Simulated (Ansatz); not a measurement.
A (100) slab of TiAl₃ (I4/mmm (No. 139)), 6 planes, outer planes TiAl3 (top) and TiAl3 (bottom), with 24 atoms (Ti6Al18) in a surface cell of A = 32.748 Å², as cut from the bulk:

```xyz
24
Lattice="3.8240 0.0000 0.0000 0.0000 8.5638 0.0000 0.0000 0.0000 24.5600" Properties=species:S:1:pos:R:3 pbc="T T T"
Ti    1.9120    4.2819    7.5000
Al    1.9120    0.0000    7.5000
Al    0.0000    2.1410    7.5000
Al    0.0000    6.4229    7.5000
Ti    0.0000    0.0000    9.4120
Al    0.0000    4.2819    9.4120
Al    1.9120    6.4229    9.4120
Al    1.9120    2.1410    9.4120
Ti    1.9120    4.2819   11.3240
Al    1.9120    0.0000   11.3240
Al    0.0000    2.1410   11.3240
Al    0.0000    6.4229   11.3240
Ti    0.0000    0.0000   13.2360
Al    0.0000    4.2819   13.2360
Al    1.9120    6.4229   13.2360
Al    1.9120    2.1410   13.2360
Ti    1.9120    4.2819   15.1480
Al    1.9120    0.0000   15.1480
Al    0.0000    2.1410   15.1480
Al    0.0000    6.4229   15.1480
Ti    0.0000    0.0000   17.0600
Al    0.0000    4.2819   17.0600
Al    1.9120    6.4229   17.0600
Al    1.9120    2.1410   17.0600
```

Level of theory: DFT r2SCAN, scalar-relativistic, plane waves, PAW in Ansatz. Settings: cutoff 500 eV, Γ-centred mesh 9×4×1 on the computed 24-atom cell, Gaussian smearing of 0.10 eV; no spin polarisation. The cell repeats along c with a dipole correction in the vacuum.

Against the same 24 atoms in the bulk, the slab as cut lies 8.104 eV higher and the relaxed slab 8.052 eV higher.

(1) Work out the surface energy before and after relaxation.

(2) What is the ideal work of this cut, per area?

Results:

(1) The slab has two faces, so γ = (E_slab − N·E_bulk)/(2A), the mean of both. As cut: 8.104/(2 × 32.748) = 0.1237 eV/Å², and 1 eV/Å² = 16.02 J/m², so γ = 1.98 J/m². Relaxed: 8.052/(2 × 32.748) = 0.1229 eV/Å² = 1.97 J/m². Relaxation recovers 0.6 % of the cost of cutting.

(2) Griffith's ideal work is 2γ: 3.96 J/m² if the new faces stay rigid, 3.94 J/m² if they relax. One thickness was run, 6 planes, so γ can still shift with it.